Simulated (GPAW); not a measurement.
# Al2Au (Fm-3m) in GPAW: convergence with plane-wave cutoff (eV)

Aim: find how far plane-wave cutoff (eV) must go before the results for Al2Au settle, at LDA. This setting moves, with any that are tied to it; all else stays.

All numbers are computed with GPAW 26.7.0; they aren't measurements. Logs are shortened: lines on timing, memory, paths and dates and some standing lists are left out, and cuts for length are marked. The log counts tension as positive stress, the text compression.

## (1) Starting point

The structure is cubic, space group Fm-3m (No. 225). The conventional cell has a = 6.000 Å, b = 6.000 Å, c = 6.000 Å, α = 90.00°, β = 90.00°, γ = 90.00°. Au (site symmetry m-3m) is surrounded by 8 Al at 2.60 Å. Al (site symmetry -43m) is surrounded by 4 Au at 2.60 Å.

## (2) With plane-wave cutoff (eV) 200

run.py

```python
from ase.dft.bandgap import bandgap
from ase.io import read, write
from ase.units import GPa
from gpaw import GPAW, PW

atoms = read('POSCAR')

calc = GPAW(mode=PW(200),
            xc='LDA',
            kpts={'size': (8, 8, 8), 'gamma': True},
            occupations={'name': 'fermi-dirac', 'width': 0.05},
            nbands=20,
            convergence={'density': 1e-05, 'energy': 1e-05},
            maxiter=100,
            txt='gpaw.txt')
atoms.calc = calc
energy = atoms.get_potential_energy()
forces = atoms.get_forces()
stress = atoms.get_stress()
calc.write('gs.gpw')
write('result.traj', atoms)
print(f'Energy: {energy:.6f} eV')
print('Forces (eV/A):')
print(forces.round(4))
print('Stress (GPa):', (stress / GPa).round(3))
print('Fermi level:', round(calc.get_fermi_level(), 4), 'eV')
print(f'Gap: {bandgap(calc)[0]:.4f} eV, direct: {bandgap(calc, direct=True)[0]:.4f} eV')
```

POSCAR

```
Al2Au
1.0
    0.0000000000      3.0000000000      3.0000000000
    3.0000000000      0.0000000000      3.0000000000
    3.0000000000      3.0000000000      0.0000000000
Au Al
1 2
Direct
    0.0000000000      0.0000000000      0.0000000000
    0.7500000000      0.7500000000      0.7500000000
    0.2500000000      0.2500000000      0.2500000000
```

Potentials or basis: the program's PAW data sets (release 1.2.1) made for this functional, pw.

Launch:

```bash
$ OMP_NUM_THREADS=1 python run.py
```

Wall time 6.8 s (1 thread of Arm Neoverse V1, shared host); peak memory 0.13 GiB.

What came out:

* Free energy: -13.9139 eV
* Pressure: -2.7 GPa
* Band gap on the k mesh: none (metal or under the smearing width)

## (3) With plane-wave cutoff (eV) 250

Changes to run.py since step 2:

```diff
@@ -7,3 +7,3 @@
 
-calc = GPAW(mode=PW(200),
+calc = GPAW(mode=PW(250),
             xc='LDA',
```

POSCAR is that of step 2.

Potentials or basis: the program's PAW data sets (release 1.2.1) made for this functional, pw.

Launch:

```bash
$ OMP_NUM_THREADS=1 python run.py
```

It took 7.8 s on 1 thread of Arm Neoverse V1, shared host; peak memory 0.13 GiB.

What came out:

| Item | Value |
| --- | --- |
| Free energy | -14.0609 eV |
| Pressure | -4.3 GPa |
| Band gap on the k mesh | none (metal or under the smearing width) |

## (4) With plane-wave cutoff (eV) 300

Changes to run.py since step 3:

```diff
@@ -7,3 +7,3 @@
 
-calc = GPAW(mode=PW(250),
+calc = GPAW(mode=PW(300),
             xc='LDA',
```

POSCAR is that of step 3.

Launch:

```bash
$ OMP_NUM_THREADS=1 python run.py
```

It took 12 s on 1 thread of Arm Neoverse V1, shared host; peak memory 0.13 GiB.

Results:

```
Free energy            : -14.2044 eV
Pressure               : -3.1 GPa
Band gap on the k mesh : none (metal or under the smearing width)
```

## (5) With plane-wave cutoff (eV) 350

Changes to run.py since step 4:

```diff
@@ -7,3 +7,3 @@
 
-calc = GPAW(mode=PW(300),
+calc = GPAW(mode=PW(350),
             xc='LDA',
```

POSCAR is that of step 4.

Launch:

```bash
$ OMP_NUM_THREADS=1 python run.py
```

Run time: 11 s. Hardware: 1 thread of Arm Neoverse V1, shared host; peak memory 0.14 GiB.

What came out:

```yaml
Free_energy: -14.2319 eV
Pressure: -2.3 GPa
Band_gap_on_the_k_mesh: none (metal or under the smearing width)
```

## (6) With plane-wave cutoff (eV) 400

Changes to run.py since step 5:

```diff
@@ -7,3 +7,3 @@
 
-calc = GPAW(mode=PW(350),
+calc = GPAW(mode=PW(400),
             xc='LDA',
```

POSCAR is that of step 5.

Potentials or basis: the program's PAW data sets (release 1.2.1) made for this functional, pw.

Launch:

```bash
$ OMP_NUM_THREADS=1 python run.py
```

It took 12 s on 1 thread of Arm Neoverse V1, shared host; peak memory 0.15 GiB.

Results:

- Free energy: -14.2358 eV
- Pressure: -2.4 GPa
- Band gap on the k mesh: none (metal or under the smearing width)

## (7) With plane-wave cutoff (eV) 500

Changes to run.py since step 6:

```diff
@@ -7,3 +7,3 @@
 
-calc = GPAW(mode=PW(400),
+calc = GPAW(mode=PW(500),
             xc='LDA',
```

POSCAR is that of step 6.

Launch:

```bash
$ OMP_NUM_THREADS=1 python run.py
```

Wall time 22 s (1 thread of Arm Neoverse V1, shared host); peak memory 0.16 GiB.

The run converged. Its results:

| Property | Result |
| --- | --- |
| Free energy | -14.2643 eV |
| Pressure | -2.4 GPa |
| Band gap on the k mesh | none (metal or under the smearing width) |

## (8) With plane-wave cutoff (eV) 600

Changes to run.py since step 7:

```diff
@@ -7,3 +7,3 @@
 
-calc = GPAW(mode=PW(500),
+calc = GPAW(mode=PW(600),
             xc='LDA',
```

POSCAR is that of step 7.

Launch:

```bash
$ OMP_NUM_THREADS=1 python run.py
```

Run time: 24 s. Hardware: 1 thread of Arm Neoverse V1, shared host; peak memory 0.17 GiB.

Results (log left out):

```yaml
Free_energy: -14.2691 eV
Pressure: -2.3 GPa
Band_gap_on_the_k_mesh: none (metal or under the smearing width)
```

## (9) With plane-wave cutoff (eV) 800

Changes to run.py since step 8:

```diff
@@ -7,3 +7,3 @@
 
-calc = GPAW(mode=PW(600),
+calc = GPAW(mode=PW(800),
             xc='LDA',
```

POSCAR is that of step 8.

Potentials or basis: the program's PAW data sets (release 1.2.1) made for this functional, pw.

Launch:

```bash
$ OMP_NUM_THREADS=1 python run.py
```

Run time: 36 s. Hardware: 1 thread of Arm Neoverse V1, shared host; peak memory 0.19 GiB.

Results (log left out):

| Item | Value |
| --- | --- |
| Free energy | -14.2861 eV |
| Pressure | -2.4 GPa |
| Band gap on the k mesh | none (metal or under the smearing width) |

## (10) With plane-wave cutoff (eV) 1000

Changes to run.py since step 9:

```diff
@@ -7,3 +7,3 @@
 
-calc = GPAW(mode=PW(800),
+calc = GPAW(mode=PW(1000),
             xc='LDA',
```

POSCAR is that of step 9.

Potentials or basis: the program's PAW data sets (release 1.2.1) made for this functional, pw.

Launch:

```bash
$ OMP_NUM_THREADS=1 python run.py
```

gpaw.txt:

```text
__  _  _
 | _ |_)|_||  |
 |__||  | ||/\| - 26.7.0

Input parameters:
  mode=PW(ecut=1000.0),
  convergence={'density': 1e-05, 'energy': 1e-05},
  kpts=MonkhorstPack(size=(8, 8, 8), gamma=True),
  maxiter=100,
  nbands=20,
  occupations=Occupations(name='fermi-dirac', width=0.05),
  xc=XC(name='LDA')

Diagonalizing LCAO Hamiltonian
Converting LCAO to pw mode

                     Al

            Al

       Au

Atoms  # Å, Bohr magnetons
|   | symbol |        x |        y |        z |    initial magnetic moments |
|---|--------|----------|----------|----------|-----------------------------|
| 0 |     Au | 0.000000 | 0.000000 | 0.000000 | ( 0.0000,  0.0000,  0.0000) |
| 1 |     Al | 4.500000 | 4.500000 | 4.500000 | ( 0.0000,  0.0000,  0.0000) |
| 2 |     Al | 1.500000 | 1.500000 | 1.500000 | ( 0.0000,  0.0000,  0.0000) |

Unit cell  # Å
| periodic |        x |        y |        z |  lengths |    angles |
|----------|----------|----------|----------|----------|-----------|
|      yes | 0.000000 | 3.000000 | 3.000000 | 4.242641 | 60.000000 |
|      yes | 3.000000 | 0.000000 | 3.000000 | 4.242641 | 60.000000 |
|      yes | 3.000000 | 3.000000 | 0.000000 | 4.242641 | 60.000000 |

Number of symmetries: 48
Symmetry operations  # r_c * U_cc + t_c -> r_c
|    | kind |            matrix            |
|----|------|------------------------------|
|  0 |  σ   |  1, 0, 0,  1, 0,-1,  1,-1, 0 |
|  1 |  C2  |  1, 0, 0,  1,-1, 0,  1, 0,-1 |
|  2 |  E   |  1, 0, 0,  0, 1, 0,  0, 0, 1 |
|  3 |  σ   |  1, 0, 0,  0, 0, 1,  0, 1, 0 |
|  4 |  C4  |  1, 0,-1,  1, 0, 0,  1,-1, 0 |
|  5 |  S6  |  1, 0,-1,  1,-1, 0,  1, 0, 0 |
|  6 |  σ   |  1, 0,-1,  0, 1,-1,  0, 0,-1 |
|  7 |  C3  |  1, 0,-1,  0, 0,-1,  0, 1,-1 |
|  8 |  S6  |  1,-1, 0,  1, 0, 0,  1, 0,-1 |
|  9 |  C4  |  1,-1, 0,  1, 0,-1,  1, 0, 0 |
| 10 |  C3  |  1,-1, 0,  0,-1, 1,  0,-1, 0 |
| 11 |  σ   |  1,-1, 0,  0,-1, 0,  0,-1, 1 |
| 12 |  σ   |  0, 1, 0,  1, 0, 0,  0, 0, 1 |
| 13 |  C4  |  0, 1, 0,  0, 1,-1, -1, 1, 0 |
| 14 |  C3  |  0, 1, 0,  0, 0, 1,  1, 0, 0 |
| 15 |  S6  |  0, 1, 0, -1, 1, 0,  0, 1,-1 |
| 16 |  C2  |  0, 1,-1,  1, 0,-1,  0, 0,-1 |
| 17 |  σ   |  0, 1,-1,  0, 1, 0, -1, 1, 0 |
[... 152 lines left out ...]

xc functional:
  name: None

convergence criteria:
- Maximum integral of absolute [dens]ity change: 1e-05 electrons / valence electron
- Maximum [total energy] change in last 3 cyles: 1e-05 eV / valence electron
- Maximum integral of absolute [eigenst]ate change: 4e-08 eV^2 / valence electron
maximum number of iterations: 100

SCF iterations
|iter     | |      energy | eigst |  dens |
|---------|-|-------------|-------|-------|
|iter:   1| |  -16.080761 | +0.41 |       |
|iter:   2| |  -15.545074 | -1.88 | -0.78 |
|iter:   3| |  -14.357002 | -1.11 | -0.83 |
|iter:   4| |  -14.302422 | -2.95 | -1.32 |
|iter:   5| |  -14.287060 | -3.20 | -1.65 |
|iter:   6| |  -14.286807 | -4.95 | -2.50 |
|iter:   7| |  -14.286790 | -5.49 | -2.94 |
|iter:   8| |  -14.286790c| -7.36 | -4.00 |
|iter:   9| |  -14.286790c| -7.70c| -4.35 |
|iter:  10| |  -14.286790c| -8.77c| -5.56c|

Converged in 10 steps
Energy contributions relative to reference atoms: (reference = -529470.415550)

Energy contributions:
  Kinetic:          -9.254139
  Coulomb:           9.181038
  Zero:              0.277763
  External:          0.000000
  Xc:              -14.486912
  Entropy:          -0.009079
  Spinorbit:         0.000000
  ----------------------------
  Free energy:     -14.291330
  Extrapolated:    -14.286790

dipole moment: (-21.355258, -21.355258, -21.355258)  # |e|*Ang

Fermi level: 7.190
Eigenvalues  # (at kpt = [0.000, 0.000, 0.000])
| band index |      eig [eV] | occ [0-2] |
|------------|---------------|-----------|
|          0 |        -3.361 |     2.000 |
|          1 |         0.584 |     2.000 |
|          2 |         0.584 |     2.000 |
|          3 |         0.584 |     2.000 |
|          4 |         1.527 |     2.000 |
|          5 |         1.527 |     2.000 |
|          6 |         9.406 |     0.000 |
|          7 |        10.123 |     0.000 |
|          8 |        10.123 |     0.000 |
|          9 |        10.123 |     0.000 |
|         10 |        11.114 |     0.000 |
|         11 |        11.114 |     0.000 |
|         12 |        11.114 |     0.000 |
|         13 |        13.010 |     0.000 |
|        ... |               |           |
|         19 |        18.364 |     0.000 |

No gap
No difference between direct/indirect transitions

Forces  # eV/Ang
|       x |        y |        z |
|---------|----------|----------|
| 0.00000 | -0.00000 | -0.00000 |  # Au   0
| 0.00000 | -0.00000 | -0.00000 |  # Al   1
| 0.00000 |  0.00000 |  0.00000 |  # Al   2

Stress tensor  # eV/Ang^3
|         x |         y |         z |
|-----------|-----------|-----------|
|  0.014209 | -0.000000 |  0.000000 |
| -0.000000 |  0.014209 | -0.000000 |
|  0.000000 | -0.000000 |  0.014209 |

# Writing to gs.gpw (mode='')
```

stdout:

```text
Energy: -14.286790 eV
Forces (eV/A):
[[ 0. -0. -0.]
 [ 0. -0. -0.]
 [ 0.  0.  0.]]
Stress (GPa): [ 2.277  2.277  2.277 -0.     0.    -0.   ]
Fermi level: 7.1899 eV
Gap: 0.0000 eV, direct: 0.0000 eV
```

Run time: 40 s. Hardware: 1 thread of Arm Neoverse V1, shared host; peak memory 0.23 GiB.

What came out:

* Free energy: -14.2913 eV
* Pressure: -2.3 GPa
* Band gap on the k mesh: none (metal or under the smearing width)

## (11) Result

| plane-wave cutoff (eV) | energy less the tightest run, at zero smearing (meV/atom) | pressure (GPa) | SCF cycles | CPU time (s) | peak memory (GiB) |
| --- | --- | --- | --- | --- | --- |
| 200 | 125.79 | -2.73 | 10 | 6.8 | 0.13 |
| 250 | 76.82 | -4.31 | 10 | 7.8 | 0.13 |
| 300 | 28.98 | -3.14 | 10 | 12 | 0.13 |
| 350 | 19.81 | -2.29 | 10 | 11 | 0.14 |
| 400 | 18.50 | -2.43 | 10 | 12 | 0.15 |
| 500 | 9.02 | -2.44 | 10 | 22 | 0.16 |
| 600 | 7.39 | -2.29 | 10 | 24 | 0.17 |
| 800 | 1.74 | -2.38 | 10 | 36 | 0.19 |
| 1000 | 0.00 | -2.28 | 10 | 40 | 0.23 |

Not settled before the last step: the energy (to 1 meV/atom), the pressure (to 0.1 GPa). The tightest run that finished is the yardstick and may itself not be fully converged.

Caveats: with this Au data set, volumes or pressures lay over 1.5 % or 2 GPa off other programs in two to four cells of ten.
